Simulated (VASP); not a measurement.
# Results of a VASP single-point calculation on Li2O (measured structure)

POSCAR

```
Li O
 1.0000000000000000
     0.0000000000000000    2.2863690217432397    2.2863690217432397
     2.2863690217432397    0.0000000000000000    2.2863690217432397
     2.2863690217432397    2.2863690217432397    0.0000000000000000
 Li  O
   2   1
Cartesian
  1.1431845108716199  1.1431845108716199  1.1431845108716199
  3.4295535326148601  3.4295535326148601  3.4295535326148601
  0.0000000000000000  0.0000000000000000  0.0000000000000000
```

The gap between bands v and c is 5.03 eV. The least direct gap is 5.50 eV.

Band v is the last that the valence electrons fill when counted band by band, and c is the next. Levels in eV from the top of v:

| point | v−1 | v | c | c+1 |
| --- | --- | --- | --- | --- |
| Γ | 0.00 | 0.00 | 5.50 | 12.11 |
| X | -1.43 | -1.43 | 5.03 | 13.83 |
| K | -1.54 | -1.13 | 6.65 | 11.89 |
| L | -0.46 | -0.46 | 9.41 | 10.13 |
| W | -1.52 | -1.52 | 7.28 | 10.66 |

Q: Which of these levels of theory gave these results?
A. r²SCAN
B. PBE
C. PBE with spin–orbit coupling
D. PBEsol
E. LDA
F. HSE06
G. PBE0

A: B.

The INCAR was:

```
LCHARG = .TRUE.
NSW = 0
ISIF = 2
IBRION = -1
LWAVE = .FALSE.
PREC = Accurate
NELM = 120
EDIFF = 1E-7
ENCUT = 520
SIGMA = 0.02
NBANDS = 13
LELF = .TRUE.
LREAL = .FALSE.
GGA = PE
ISMEAR = -1
LASPH = .TRUE.
```
